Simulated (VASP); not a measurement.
Input of a VASP 6.6.1 run:

The input INCAR:

```
PREC = Accurate ; ENCUT = 600
EDIFF = 1E-7 ; ISMEAR = 1
SIGMA = 0.1 ; LREAL = F
LASPH = T ; NELM = 80
ALGO = Normal ; ISIF = 4
LWAVE = F ; LCHARG = F
IBRION = 2 ; NSW = 40
EDIFFG = -0.01 ; KPAR = 2
```

KPOINTS

```
regular mesh
0
Gamma
  12 12 8
```

POSCAR

```
SiNi                                    
1.0
    2.9115529068      0.0000000000      0.0000000000
    0.0000000000      3.2274077276      0.0000000000
    0.0000000000      0.0000000000      4.6039810744
  Si              Ni            
     2     2
Direct
     0.0000000000000000    0.0000000000000000    0.1587270807160461
     0.5000000000000000    0.5000000000000000    0.8412729192839540
     0.0000000000000000    0.0000000000000000    0.6568887764149902
     0.5000000000000000    0.5000000000000000    0.3431112235850099
```

Potentials or basis: VASP PAW LDA potentials, release 64 (Si, Ni).

Run with:

```bash
$ cat potpaw_LDA.64/Si/POTCAR potpaw_LDA.64/Ni/POTCAR > POTCAR
$ mpirun -np 2 vasp_std > vasp.out
```

Problem. What does it give for the energy gained by relaxing?

Solution. 0.3 meV/atom.

Problem. What does it give for the band gap on the k mesh?

Solution. None (metal or under the smearing width).

Forces on the atoms (eV/Å):
```
Si   0.000  0.000  0.002
Si   0.000  0.000 -0.002
Ni   0.000  0.000  0.004
Ni   0.000  0.000 -0.004
```

Spin polarisation is off, so any magnetic state and its effect on volume and gap are missing.
